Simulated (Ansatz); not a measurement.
# BaF2 (Frankdicksonite): the cost of one run

The runs shown are made with Ansatz 0.2.0. G0W0, plane waves. (Simulation; spin polarisation is off.)

## 1. The system as given

The cell was relaxed beforehand with r2SCAN.

The symmetry is Fm-3m (No. 225, cubic); a = 6.194 Å in the conventional setting, 19.81 Å³ an atom. Ba has 8 F at 2.68 Å; F has 4 Ba at 2.68 Å.

Coordinates:

```
Ba F
1.0
     0.00000    3.09716    3.09716
     3.09716    0.00000    3.09716
     3.09716    3.09716    0.00000
Ba F
1 2
Direct
  0.00000 0.00000 0.00000
  0.25000 0.25000 0.25000
  0.75000 0.75000 0.75000
```

## 2. 134 empty bands, 100 eV

input.yaml reads:

```yaml
crystal:
  lattice:
    - [0.0, 3.0971612422, 3.0971612422]
    - [3.0971612422, 0.0, 3.0971612422]
    - [3.0971612422, 3.0971612422, 0.0]
  atoms:
    - { symbol: Ba, position: [0.0, 0.0, 0.0] }
    - { symbol: F, position: [0.25, 0.25, 0.25] }
    - { symbol: F, position: [0.75, 0.75, 0.75] }
kpoints:
  mp_grid: { grid: [6, 6, 6] }
hamiltonian:
  xc: pbe
scf:
  occupations: { method: fixed }
gw:
  n_empty_bands: 134
  ecut_chi: 100
  qp_bands: [v2, c2]
  qp_kpoints: band_edges
  screening: { model: contour_deformation }
```

What time and memory should one allow on 1 × NVIDIA H100 80GB HBM3 with 2 threads of AMD EPYC 7R13 (Zen 3), shared host?

About 1.9 min, with a peak of 1.3 GiB on the host.
